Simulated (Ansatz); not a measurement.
Crystal: SiC.

```
Si C
1.0
     3.07569    0.00000    0.00000
    -1.53785    2.66363    0.00000
     0.00000    0.00000   10.07065
Si C
4 4
Cartesian
  0.0000 0.0000 1.8922
  0.0000 0.0000 6.9275
  0.0000 1.7758 4.4094
  1.5378 0.8879 9.4447
  0.0000 0.0000 0.0046
  0.0000 0.0000 5.0400
  0.0000 1.7758 2.5157
  1.5378 0.8879 7.5510
```

The cell is a database's computed one.

Base run:

```yaml
Program: Ansatz 0.2.0
Functional: revPBE
Potentials_or_basis: Ansatz PAW
Cutoff: "420 eV (not typed: the program's choice for these potentials)"
k_mesh: 10 × 10 × 3
Occupations: fermi-dirac, width 0.05 eV
Spin: no spin polarisation
```

Its results: band gap on the k mesh 2.24 eV, indirect (least direct gap 3.36 eV); pressure 6.4 GPa; largest force 0.010 eV/Å.

The run is repeated on the same cell with these changes: functional from revPBE to PBE. What comes out?

Band gap on the k mesh 2.23 eV, indirect (least direct gap 3.35 eV); pressure 3.9 GPa; largest force 0.006 eV/Å.

PBE binds more tightly than revPBE, so the same cell stands under less pressure.

Caveats: the PAW data sets come from PBE, with cores solved anew for the run's functional, which leaves a small shift of forces and pressure (some runs).
